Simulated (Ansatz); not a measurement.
# 2H-CrOS bilayer (AA) in a perpendicular field, part 2 of 3

Aim: how the 2H-CrOS bilayer (AA) screens a field along its normal, and what the field does to its bands. A positive field points along +c.

Ansatz 0.2.0; plane-wave DFT, PBE-D3(BJ), Ansatz PAW.

So far. Step 2 (Relaxing the slab): The lattice constant a goes from 2.842 to 2.812 Å.

### Step 3. Atoms held, field 0

A sawtooth potential applies the field, turning back in the middle of the vacuum. With the dipole correction the typed value is the field outside the slab. The induced dipole is small, so the SCF threshold is tight.

The cell differs from the one that the last finished run ended in (c 47.570 → 26.398 Å).

input.yaml reads:

```yaml
crystal:
  lattice:
    - [2.8118341064, 0.0, 0.0]
    - [-1.4059170532, 2.4351197674, 0.0]
    - [0.0, 0.0, 26.3978238468]
  atoms:
    - { symbol: S, position: [0.3333333333, 0.6666666667, 0.3409371944] }
    - { symbol: Cr, position: [0.0, 0.0, 0.3999363891] }
    - { symbol: O, position: [0.3333333333, 0.6666666667, 0.4405668999] }
    - { symbol: S, position: [0.3333333333, 0.6666666667, 0.5595860991] }
    - { symbol: Cr, position: [0.0, 0.0, 0.6188514641] }
    - { symbol: O, position: [0.3333333333, 0.6666666667, 0.6590628056] }
kpoints:
  mp_grid: { grid: [18, 18, 1] }
  band_path:
    path: [[0, 0, 0], [0.5, 0, 0], [0.33333333, 0.33333333, 0], [0, 0, 0]]
    npoints: 16
hamiltonian:
  xc: pbe
  dispersion: d3bj
scf:
  occupations: { method: fermi_dirac, width: 0.05 }
  convergence: { dr2_threshold: 1.0e-10 }
efield:
  axis: 3
  dipole_correction: true
  ramp_position: 0.97
  ramp_width: 0.06
  amplitude: 0
output:
  dos: { projected: true, e_range: [-6, 5] }
  bader: true
  write_potential: true
  write_density: true
  volumetric_format: npy
  elf: true
```

Launch:

```bash
$ ansatz run input.yaml --threads 2 --pin off --max-ram 3072MiB --backend cpu --events-out ev --progress --plain --runs-dir out
```

Numbers of over 12 decimals in the logs are rounded to 6 here.

Output:

```text
[...]
Crystal: 6 atoms, lattice volume = 180.750 Å³
Basis set: ecut = 420 eV, 3569 PW (Γ)
Bands: 32, of which v1, the nominal top of the filled ones, is band 26 counted from 1 (25 counted from 0)
Symmetry: 6 space group operations
[...]
k-points: 37 of 324 (time reversal used)
[...]
SCF iter   1: F=—  HF=-9697.493554 eV  |F-HF|=—  |Δ(HF+E_count)|=         —  Δρ=9.86e-3  dr2=2.25e-1  ethr=1.77e-3  p=-0.097 e·Å  D=-9.72e-2 V/Å  ΔV_dip=2.57 eV  dr2_dipole=3.00e-3  V_vac-E_F(+/−)=6.90/4.34 eV  ⟨swp⟩=10.1  Hψ=6918  notcnv=0
efield: sawtooth ramp at fractional position 0.9700 (set: `efield.ramp_position`, or a place that a band, a saddle search or an elastic batch's reference lends), width 0.0600; the density the first Hamiltonian is built on has a dipole p = -0.097 e·Å; the dipole correction subtracts the counter field D = -9.72e-2 V/Å, which shifts the + side's vacuum level by +2.57 eV against the − side's; the planar-averaged density in the ramp window peaks in size at 1.0e-5 e/Å³
[...]
SCF iter   2: F=—  HF=-9697.786401 eV  |F-HF|=—  |Δ(HF+E_count)|=   2.93e-1  Δρ=2.30e-2  dr2=2.62e0  ethr=4.33e-4  p=-0.079 e·Å  D=-7.92e-2 V/Å  ΔV_dip=2.09 eV  dr2_dipole=3.69e-1  V_vac-E_F(+/−)=6.90/4.81 eV  ⟨swp⟩=3.8  Hψ=3146  notcnv=0  recentre
[...]
SCF iter  15: F=-9697.457918 eV  HF=-9697.457918 eV  |F-HF|=1.82e-12  |Δ(HF+E_count)|=  4.55e-11  Δρ=5.45e-8  dr2=1.28e-11  ethr=1.00e-12  p=-0.105 e·Å  D=-1.05e-1 V/Å  ΔV_dip=2.76 eV  dr2_dipole=1.76e-12  V_vac-E_F(+/−)=7.04/4.27 eV  ⟨swp⟩=2.0  Hψ=1849  notcnv=0
SCF 1 converged in 15 iterations: F = -9697.457918 eV  dr2 = 1.28e-11
[...]
NSCF: frozen V_eff on 49 k-points
efield: sawtooth ramp at fractional position 0.9700 (kept from the solve that this one continues, or follows in the run), width 0.0600; the density the first Hamiltonian is built on has a dipole p = -0.105 e·Å; the dipole correction subtracts the counter field D = -1.05e-1 V/Å, which shifts the + side's vacuum level by +2.76 eV against the − side's; the planar-averaged density in the ramp window peaks in size at 4.3e-6 e/Å³
[...]
SCF converged after 15 iterations
Free energy (F): -9697.457918 eV
[...]
Internal energy: -9697.449330 eV  (E = F + TS)
E sigma→0 (E₀):  -9697.453624 eV
Entropy (-TS):   -0.008587 eV (-1.431 meV/atom)
Fermi energy:    1.270049 eV
Dipole field:    D = -0.104671 V/Å  (p = -0.104555 e·Å, saw-weighted, corrected)
Work function:   Φ+ = 7.0372 eV   Φ− = 4.2742 eV
Levels:          The Fermi level and band energies are counted from a zero that moves with the ramp; work functions are not
[...]
--- Band table (eV; the first three rows and the last of 37) ---
  k-point 0: bands = [... 22 lower, -0.4025, -0.4025, 0.9017, 1.3745, 2.4542, 2.4542, 2.9232, 2.9232, ... 2 higher]
  k-point 1: bands = [... 22 lower, -0.4940, -0.4478, 0.8613, 1.3275, 2.4319, 2.4754, 2.8976, 2.9447, ... 2 higher]
  k-point 2: bands = [... 22 lower, -0.7668, -0.5615, 0.7206, 1.1771, 2.3854, 2.5052, 2.8441, 2.9747, ... 2 higher]
  k-point 36: bands = [... 22 lower, -1.9032, -1.2625, -0.0831, 0.3229, 1.2369, 1.6045, 2.4668, 2.7301, ... 2 higher]
--- Bader charges: 6 sites ---
  site symbol  charge [e]  shift [e]
     0      S     -0.5015     0.0017
     1     Cr      1.3886     0.0003
     2      O     -0.9387     0.0013
     3      S     -0.4495     0.0017
     4     Cr      1.4019     0.0003
     5      O     -0.9009     0.0014
  estimated error of the sums over rays = 7.3e-4 e
```

The job ended after 36 s (2 threads of Intel Xeon Platinum 8488C (Sapphire Rapids), shared host; peak memory 0.6 GiB; 72 s of CPU time).

This step gave:

| Quantity | Value |
| --- | --- |
| energy at zero smearing | -9697.4536 eV |
| work function, upper face | 7.037 eV |
| work function, lower face | 4.274 eV |
| dipole along the normal | -0.1046 e·Å |
| step between the vacuum levels | 2.763 eV |

Running mean over a fixed 2.8 Å (it still follows the layers) of the planar mean; the ramp of the sawtooth is left out. The electron's electrostatic potential energy less the Fermi level by z:

```tsv
z (Å)	electron's electrostatic potential energy less the Fermi level (eV)
3.5	4.27
4.0	4.27
4.5	4.27
5.0	4.27
5.5	4.26
6.0	4.23
6.5	4.05
7.0	3.16
7.5	0.652
8.0	-2.30
8.5	-4.63
9.0	-7.50
9.5	-10.5
10.0	-11.8
10.5	-11.0
11.0	-8.86
11.5	-6.32
12.0	-2.90
12.5	0.0441
13.0	1.06
13.5	-0.198
14.0	-2.73
14.5	-5.22
15.0	-8.47
15.5	-11.0
16.0	-11.2
16.5	-9.69
17.0	-7.30
17.5	-4.14
18.0	-0.311
18.5	3.05
19.0	5.66
19.5	6.85
20.0	7.01
20.5	7.03
21.0	7.04
21.5	7.04
22.0	7.04
22.5	7.04
23.0	7.04
```

The density of states has structure finer than the step of the table below, so its rows give means over 0.25 eV, whole bins alone (the curve runs from -6 to 1.61 eV). Peaks (eV: height): -5.340: 13.2, -4.700: 15.3, -4.290: 11.5, -3.240: 20.5, -2.500: 11.5, 0.420: 13.1, 0.840: 12.7.

Density of states against energy, zero at the Fermi level; means over each step:

```tsv
energy (eV)	density of states (states/eV a cell)
-5.75	4.11
-5.50	4.84
-5.25	4.56
-5.00	4.58
-4.75	7.99
-4.50	4.93
-4.25	7.18
-4.00	3.03
-3.75	2.16
-3.50	1.57
-3.25	5.52
-3.00	4.06
-2.75	4.43
-2.50	7.14
-2.25	3.22
-2.00	2.35
-1.75	0.646
-1.50	4.43
-1.25	1.92
-1.00	6.69
-0.75	1.31
-0.50	1.01
-0.25	0.471
0.00	0.972
0.25	2.06
0.50	7.07
0.75	7.41
1.00	7.25
1.25	5.30
```

Projected DOS per atom over height of the atomic layer and energy from the Fermi level. Layers: S Cr O S Cr O from below.

Values in states/eV, 22 rows by 6 columns, each cell a mean:
```
0.32 2.06 0.81 0.45 1.58 0.55
0.35 1.61 0.69 0.74 2.70 0.31
0.70 2.56 0.34 0.60 2.66 0.25
0.76 3.26 0.30 0.09 0.76 0.03
0.09 0.82 0.04 0.00 0.13 0.10
0.00 0.05 0.04 0.01 0.27 0.18
0.01 0.26 0.17 0.02 0.39 0.22
0.01 0.34 0.19 0.31 3.12 0.89
0.26 2.68 0.71 0.02 0.04 0.02
0.04 0.62 0.21 0.09 0.26 0.02
0.03 0.11 0.01 0.86 1.10 0.17
0.64 0.97 0.19 1.54 1.00 0.78
0.94 0.92 0.25 1.45 0.72 0.74
1.41 0.74 0.86 0.58 0.33 0.39
1.39 0.55 0.75 0.48 0.25 0.29
0.51 0.25 0.32 0.36 0.19 0.36
0.44 0.20 0.29 0.55 1.02 2.44
0.37 0.57 1.43 0.46 0.91 1.65
0.60 1.28 2.52 0.87 0.79 1.44
0.46 0.42 0.78 0.56 0.54 0.79
1.03 0.83 1.49 0.47 0.45 0.81
0.49 0.48 0.89 0.43 0.78 1.39
```
Columns: height of the atomic layer (Å) from 9 to 17.4 (not evenly spaced); rows upwards: energy from the Fermi level (eV) from -5.96 to 1.6.

The electronic bands at the labelled points (eV, zero at the Fermi level):

```tsv
point	band 23	band 24	band 25	band 26	band 27	band 28	band 29	band 30
Γ	-1.67	-1.67	-0.37	0.10	1.18	1.18	1.65	1.65
halfway	-2.51	-2.07	-1.28	-0.83	0.57	0.96	0.99	1.41
M	-2.31	-1.85	-1.47	-1.01	0.44	0.46	0.83	0.87
halfway	-3.14	-2.53	-1.32	-0.89	0.18	0.56	0.90	1.33
K	-3.17	-2.53	-1.35	-0.95	-0.03	0.33	1.20	1.46
halfway	-2.86	-2.36	-1.33	-0.87	0.42	0.82	0.85	1.24
Γ	-1.67	-1.67	-0.37	0.10	1.18	1.18	1.65	1.65
```

Electrostatic potential energy in the ca plane at fractional y = 0.667, with atoms of S and O within 0.2 Å of it. With pseudopotentials it is smooth inside the atoms' cores, unlike the true potential.

Values in eV, 5 rows by 16 columns, each cell a mean:
```
  7   7   7   6   6   6   4   1  -9 -11   5   6   4   0 -13  -6
  7   7   7   6   6   6   3  -8  -6  -6   4   6   0  -8  -8  -4
  7   7   7   6   6   6  -5 -35  -9 -14 -20   6 -14 -33  -3 -22
  7   7   7   6   6   6  -8 -34 -11 -18 -25   6 -17 -33  -4 -27
  7   7   7   6   6   6   1 -19  -5  -6  -2   6  -4 -18  -5  -7
```
Columns run along c (16.0 Å, from fractional 0.07 to 0.67 of the cell; values clipped at the 3rd and 97th percentile), rows up along a (2.8 Å). Atoms in or near the plane, at fractional coordinates: S at (0.34, 0.33), O at (0.44, 0.33), S at (0.56, 0.33), O at (0.66, 0.33).

ELF in the ca plane at fractional y = 0.667, with atoms of S and O within 0.2 Å of it. It is the smooth field of the valence electrons, not physical close to the nuclei.

Ten even steps from '0' (0.00) to '9' (0.94), each cell a mean:
```
00000000000000000123442122111000012344212111
00000000000000000112332122111000012333212211
00000000000000013567776211355410057777521135
00000000000000137898678413788840289867741378
00000000000000268997137524757961299614742575
00000000000000268997127524747961399613742574
00000000000000147998678413788850289867841478
00000000000000013678886211366520157888621136
```
Columns run along c (16.0 Å, from fractional 0.07 to 0.67 of the cell), rows up along a (2.8 Å). Atoms in or near the plane, at fractional coordinates: S at (0.34, 0.33), O at (0.44, 0.33), S at (0.56, 0.33), O at (0.66, 0.33).

Valence density in the ca plane at fractional y = 0.667, with atoms of S and O within 0.2 Å of it. It is the smooth field of the valence electrons, not physical close to the nuclei.

Ten steps, logarithmic in the rise over the least value, from '0' (0.0 e/Å³) to '9' (6.2 e/Å³), each cell a mean:
```
00000000000001233444554321000123344455432100
00000000000001233444554321000123344455432100
00000000000001345544444543101234554444454310
00000000000012456654446775311356665444677520
00000000000013564565447997411356456445899731
00000000000013564565447998411356456545899741
00000000000013466664446886311356665444688531
00000000000002345554444543101234555444454310
```
Columns run along c (16.0 Å, from fractional 0.12 to 0.72 of the cell), rows up along a (2.8 Å). Atoms in or near the plane, at fractional coordinates: S at (0.34, 0.33), O at (0.44, 0.33), S at (0.56, 0.33), O at (0.66, 0.33).

The work function of the upper face is 7.04 eV.

### Step 4. Single point, field 0.03 V/Å

input.yaml: that of step 3 with these lines changed.

```diff
@@ -28,6 +28,4 @@
   ramp_width: 0.06
-  amplitude: 0
+  amplitude: 0.03
 output:
-  dos: { projected: true, e_range: [-6, 5] }
-  bader: true
   write_potential: true
@@ -35,2 +33 @@
   volumetric_format: npy
-  elf: true
```

Output:

```text
[...]
Crystal: 6 atoms, lattice volume = 180.750 Å³
Basis set: ecut = 420 eV, 3569 PW (Γ)
Bands: 32, of which v1, the nominal top of the filled ones, is band 26 counted from 1 (25 counted from 0)
Symmetry: 6 space group operations
[...]
k-points: 37 of 324 (time reversal used)
[...]
k-point 0: bands = [... 22 lower, -0.4055, -0.4055, 0.8961, 1.3729, 2.4484, 2.4484, 2.9208, 2.9208, ... 2 higher]
  k-point 1: bands = [... 22 lower, -0.4970, -0.4508, 0.8557, 1.3259, 2.4260, 2.4696, 2.8952, 2.9423, ... 2 higher]
  k-point 2: bands = [... 22 lower, -0.7699, -0.5646, 0.7149, 1.1753, 2.3794, 2.4992, 2.8417, 2.9681, ... 2 higher]
  k-point 36: bands = [... 22 lower, -1.9102, -1.2648, -0.0894, 0.3199, 1.2311, 1.6013, 2.4598, 2.7240, ... 2 higher]
[key lines of the parts left out:]
SCF converged after 20 iterations
Free energy (F): -9697.454951 eV
Fermi energy:    1.265768 eV
Dipole field:    D = -0.093347 V/Å  (p = -0.093244 e·Å, saw-weighted, corrected)
```

It took 19 s on 2 threads; peak memory 0.58 GiB; 38 s of CPU time.

The dipole is -0.0932 e·Å, 0.0113 e·Å from its value without field.

### Step 5. Single point, field -0.03 V/Å

input.yaml: that of step 4 with these lines changed.

```diff
@@ -28,3 +28,3 @@
   ramp_width: 0.06
-  amplitude: 0.03
+  amplitude: -0.03
 output:
```

Output:

```text
[...]
Crystal: 6 atoms, lattice volume = 180.750 Å³
Basis set: ecut = 420 eV, 3569 PW (Γ)
Bands: 32, of which v1, the nominal top of the filled ones, is band 26 counted from 1 (25 counted from 0)
Symmetry: 6 space group operations
[...]
k-points: 37 of 324 (time reversal used)
[...]
k-point 0: bands = [... 22 lower, -0.3995, -0.3995, 0.9073, 1.3760, 2.4601, 2.4601, 2.9256, 2.9256, ... 2 higher]
  k-point 1: bands = [... 22 lower, -0.4910, -0.4448, 0.8669, 1.3291, 2.4378, 2.4813, 2.8999, 2.9471, ... 2 higher]
  k-point 2: bands = [... 22 lower, -0.7638, -0.5585, 0.7262, 1.1788, 2.3914, 2.5111, 2.8463, 2.9772, ... 2 higher]
  k-point 36: bands = [... 22 lower, -1.8963, -1.2602, -0.0768, 0.3257, 1.2427, 1.6076, 2.4737, 2.7362, ... 2 higher]
[key lines of the parts left out:]
SCF converged after 20 iterations
Free energy (F): -9697.461224 eV
Fermi energy:    1.274285 eV
Dipole field:    D = -0.115991 V/Å  (p = -0.115862 e·Å, saw-weighted, corrected)
```

It took 18 s on 2 threads; peak memory 0.58 GiB.

The dipole is -0.116 e·Å, -0.0113 e·Å from its value without field.

### Step 6. Atoms held, field 0.15 V/Å

input.yaml: that of step 5 with these lines changed.

```diff
@@ -28,3 +28,3 @@
   ramp_width: 0.06
-  amplitude: -0.03
+  amplitude: 0.15
 output:
```

Output:

```text
[...]
Crystal: 6 atoms, lattice volume = 180.750 Å³
Basis set: ecut = 420 eV, 3569 PW (Γ)
Bands: 32, of which v1, the nominal top of the filled ones, is band 26 counted from 1 (25 counted from 0)
Symmetry: 6 space group operations
[...]
k-points: 37 of 324 (time reversal used)
[...]
k-point 0: bands = [... 22 lower, -0.4183, -0.4183, 0.8732, 1.3661, 2.4246, 2.4246, 2.9104, 2.9104, ... 2 higher]
  k-point 1: bands = [... 22 lower, -0.5099, -0.4636, 0.8327, 1.3189, 2.4022, 2.4458, 2.8852, 2.9319, ... 2 higher]
  k-point 2: bands = [... 22 lower, -0.7829, -0.5776, 0.6918, 1.1677, 2.3552, 2.4752, 2.8317, 2.9384, ... 2 higher]
  k-point 36: bands = [... 22 lower, -1.9382, -1.2747, -0.1149, 0.3076, 1.2077, 1.5879, 2.4318, 2.6992, ... 2 higher]
[key lines of the parts left out:]
SCF converged after 22 iterations
Free energy (F): -9697.446478 eV
Fermi energy:    1.248175 eV
Dipole field:    D = -0.048023 V/Å  (p = -0.047969 e·Å, saw-weighted, corrected)
```

The job ended after 19 s (2 threads; peak memory 0.58 GiB; 38 s of CPU time).

The dipole is -0.0480 e·Å, 0.0566 e·Å from its value without field.

### Step 7. Atoms held, field 0.25 V/Å

input.yaml: that of step 6 with these lines changed.

```diff
@@ -28,3 +28,3 @@
   ramp_width: 0.06
-  amplitude: 0.15
+  amplitude: 0.25
 output:
```

Output:

```text
[...]
Crystal: 6 atoms, lattice volume = 180.750 Å³
Basis set: ecut = 420 eV, 3569 PW (Γ)
Bands: 32, of which v1, the nominal top of the filled ones, is band 26 counted from 1 (25 counted from 0)
Symmetry: 6 space group operations
[...]
k-points: 37 of 324 (time reversal used)
[...]
k-point 0: bands = [... 22 lower, -0.4297, -0.4297, 0.8537, 1.3597, 2.4044, 2.4044, 2.9010, 2.9010, ... 2 higher]
  k-point 1: bands = [... 22 lower, -0.5213, -0.4750, 0.8132, 1.3123, 2.3821, 2.4256, 2.8761, 2.9225, ... 2 higher]
  k-point 2: bands = [... 22 lower, -0.7944, -0.5891, 0.6721, 1.1606, 2.3346, 2.4548, 2.8226, 2.9132, ... 2 higher]
  k-point 36: bands = [... 22 lower, -1.9620, -1.2836, -0.1365, 0.2966, 1.1878, 1.5761, 2.4080, 2.6782, ... 2 higher]
[key lines of the parts left out:]
SCF converged after 20 iterations
Free energy (F): -9697.443569 eV
Fermi energy:    1.232931 eV
Dipole field:    D = -0.010213 V/Å  (p = -0.010201 e·Å, saw-weighted, corrected)
```

It took 18 s on 2 threads; peak memory 0.58 GiB.

The dipole is -0.0102 e·Å, 0.0944 e·Å from its value without field.

### Step 8. Atoms held, field -0.25 V/Å

input.yaml: that of step 7 with these lines changed.

```diff
@@ -28,4 +28,6 @@
   ramp_width: 0.06
-  amplitude: 0.25
+  amplitude: -0.25
 output:
+  dos: { projected: true, e_range: [-6, 5] }
+  bader: true
   write_potential: true
@@ -33 +35,2 @@
   volumetric_format: npy
+  elf: true
```

Output:

```text
[...]
Crystal: 6 atoms, lattice volume = 180.750 Å³
Basis set: ecut = 420 eV, 3569 PW (Γ)
Bands: 32, of which v1, the nominal top of the filled ones, is band 26 counted from 1 (25 counted from 0)
Symmetry: 6 space group operations
[...]
k-points: 37 of 324 (time reversal used)
[...]
k-point 36: bands = [... 22 lower, -1.8466, -1.2447, -0.0314, 0.3450, 1.2843, 1.6288, 2.5237, 2.7801, ... 2 higher]
--- Bader charges: 6 sites ---
  site symbol  charge [e]  shift [e]
     0      S     -0.4922     0.0017
     1     Cr      1.3888     0.0003
     2      O     -0.9392     0.0013
     3      S     -0.4488     0.0017
     4     Cr      1.4006     0.0003
     5      O     -0.9091     0.0014
  estimated error of the sums over rays = 7.2e-4 e
[key lines of the parts left out:]
SCF converged after 20 iterations
Free energy (F): -9697.495829 eV
Fermi energy:    1.303915 eV
Dipole field:    D = -0.198926 V/Å  (p = -0.198705 e·Å, saw-weighted, corrected)
```

Wall time 42 s (2 threads); peak memory 0.58 GiB.

The dipole is -0.199 e·Å, -0.0942 e·Å from its value without field.

### Step 9. Response, atoms held

This step: plane-wave DFT, PBE-D3(BJ), Ansatz PAW; response to a field along the normal, atoms held (Ansatz 0.2.0).

The dipoles give the slope, and the difference of two potentials shows where the field is screened.

Numbers from this step:

```
equivalent conductor thickness p/(ε₀AE) : 9.962 Å
distance between the outer atoms        : 8.398 Å
```

Dipole of the cell against applied field:

```tsv
applied field (V/Å)	dipole of the cell (e·Å)
-0.250	-0.199
-0.030	-0.116
0.000	-0.105
0.030	-0.0932
0.150	-0.0480
0.250	-0.0102
```

Local field over the applied field, running mean. From the potentials at -0.03 and 0.03 V/Å; running mean over 2.5 Å. Local field over applied field against z:

```tsv
z (Å)	local field over applied field
4.5	0.999
5.0	0.997
5.5	0.990
6.0	0.969
6.5	0.916
7.0	0.806
7.5	0.646
8.0	0.468
8.5	0.288
9.0	0.148
9.5	0.0661
10.0	0.0291
10.5	0.0159
11.0	0.0189
11.5	0.0201
12.0	0.0216
12.5	0.0290
13.0	0.0312
13.5	0.0293
14.0	0.0205
14.5	0.0110
15.0	0.00749
15.5	0.00861
16.0	0.0221
16.5	0.0698
17.0	0.169
17.5	0.324
18.0	0.507
18.5	0.688
19.0	0.841
19.5	0.942
20.0	0.982
20.5	0.995
21.0	0.999
21.5	1.000
22.0	1.000
```

The induced electron density oscillates, so the rows of the table below give means over windows of 1 Å about each position, cut where the curve ends. Its maxima inside the range that stand out by 2 % of the span (Å: e/Å³ per V/Å): 7.9: 0.00374, 9.1: 0.00126, 10.6: 0.00185, 11.3: 1.7e-4, 13.9: 2.5e-4, 16.0: 2.3e-4, 16.6: 5.3e-4, 17.5: -8.8e-4. Its minima: 8.8: 8.2e-4, 10.1: -0.00113, 11.0: -6.7e-4, 12.2: -3.1e-4, 15.7: -5.6e-4, 16.3: -4.2e-4, 17.2: -0.0025, 18.0: -0.00419.

Electrons, planar mean, per unit field. Table of induced electron density by z; means over each step:

```tsv
z (Å)	induced electron density (e/Å³ per V/Å)
5	1.7e-5
6	1.7e-4
7	0.00124
8	0.00314
9	0.00102
10	-3.0e-4
11	2.1e-4
12	-1.6e-4
13	-1.2e-5
14	2.0e-4
15	3.7e-5
16	-1.7e-4
17	-0.00107
18	-0.00323
19	-9.8e-4
20	-8.7e-5
21	-6.3e-6
22	-5.2e-7
```

By hand: between -0.03 and 0.03 V/Å the dipole changes by 0.02262 e·Å, a slope of 0.3770 e·Å²/V. A perfect conductor of thickness t has p = ε₀AEt, so t = 180.95 × 0.3770 / 6.847 = 9.96 Å (e/ε₀ = 180.95 V·Å, A in Å²).

The induced dipole is that of a conductor 9.96 Å thick.

(Part 2 of 3 ends here.)

[Logs are printed without paths, hosts, clocks, repeated set-up lines and the standing remarks that a program may print on its own settings, such as how far it seeks lower states.]

[Hosts, paths, dates, database ids (printed as entryN), source tags and the programs' standing remarks are cut or masked in the printed files.]

[Maps of the electrostatic potential energy from Ansatz leave out the sawtooth potential of an applied field or a dipole correction, so their vacuum need not be flat; planar profiles and work functions include it.]

[The density of states shown here was stored with 400 of the rows of the run's finer table, so its peaks can read low, often by over a quarter, or be missed, and its means over a window can be off by a tenth or more.]
